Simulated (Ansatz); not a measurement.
# AlN and the effect of the share of exact exchange

Symmetry: P6_3mc, No. 186, hexagonal system. The conventional cell has a = 3.113 Å, b = 3.113 Å, c = 4.981 Å, α = 90.00°, β = 90.00°, γ = 120.00°. Al (site symmetry 3m) is surrounded by 4 N at 1.89 Å. Around N (site symmetry 3m) lie 4 Al at 1.89 Å.

Kept alike: task single point; functional HSE06 form with a typed share of exact exchange; k mesh 5 × 5 × 3; occupations fermi-dirac, width 0.05 eV; no spin polarisation. Program: Ansatz, Ansatz PAW, cutoff 420 eV. Screening held at 0.2 Å⁻¹. The mesh is that of the run's cell of 4 atoms. No spin-orbit coupling.

```csv
"share of exact exchange, α",pressure (GPa)
0.25,-1.59
0.3,?
0.4,-4.59
0.5,-6.53
```

The k mesh is coarse, so the values aren't converged. Pressure is positive in compression, with a Pulay correction for the finite cutoff. The exact exchange is short-ranged, of HSE form. All rows use potentials made for PBE. The mesh is thin for exact exchange.

Q: Fit the rows shown and predict the run at 0.3.

A: A least-squares line through the rows shown is pressure = -19.779 α + 3.345 (largest miss 0.023); at α = 0.3 it gives -2.59 GPa. The run gave: pressure -2.60 GPa.
